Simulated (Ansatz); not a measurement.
**PtSe2 (Sudovikovite) under changes of volume**

One of the cells (20.265 Å³/atom); the others are scaled copies at fixed shape and fractional positions:

```
CELL_PARAMETERS angstrom
3.72400 0.00000 0.00000
-1.86200 3.22508 0.00000
0.00000 0.00000 5.06200
ATOMIC_POSITIONS crystal
Pt 0.00000 0.00000 0.00000
Se 0.66667 0.33333 0.75000
Se 0.33333 0.66667 0.25000
```

- Program: Ansatz 0.2.0
- Functional: r2SCAN
- Potentials or basis: Ansatz PAW
- Cutoff: 500 eV (not typed: the program's choice for these potentials)
- k mesh: 8 × 8 × 5
- Occupations: fermi-dirac, width 0.05 eV
- Spin: no spin polarisation

| volume (Å³/atom) | energy over the lowest point (meV/atom) | pressure (GPa) | largest force (eV/Å) |
| --- | --- | --- | --- |
| 19.049 | 85.57 | 15.3 | 1.238 |
| 19.455 | 51.84 | 11.4 | 0.924 |
| 19.860 | 27.35 | 8.0 | 0.636 |
| 20.265 | ? | ? | ? |
| 20.671 | 2.26 | 2.1 | 0.132 |
| 21.076 | 0.00 | -0.3 | 0.089 |
| 21.481 | 3.61 | -2.5 | 0.292 |

Question: What does the run at 20.265 Å³/atom give?

Answer: Energy over the lowest point 11.12 meV/atom; pressure 4.9 GPa; largest force 0.373 eV/Å.

Worked out: A Birch-Murnaghan fit of order 3 (a polynomial in V^(-2/3)) to the other rows has its minimum at 21.02 Å³/atom with B0 = V·E''(V) = 123 GPa and B' = 4.8 at fixed shape and positions, which overstates the stiffness. It gives 11.14 meV/atom at 20.265 Å³/atom, against the run's 11.12, and -dE/dV = 4.9 GPa, against 4.9.

Energies are extrapolated to zero smearing.

Caveats: the PAW data sets come from PBE, with cores solved anew for the run's functional, which leaves a small shift of forces and pressure; forces of over 1 eV/Å show positions far from the minimum, so gaps and moduli don't describe the material at rest (some runs).
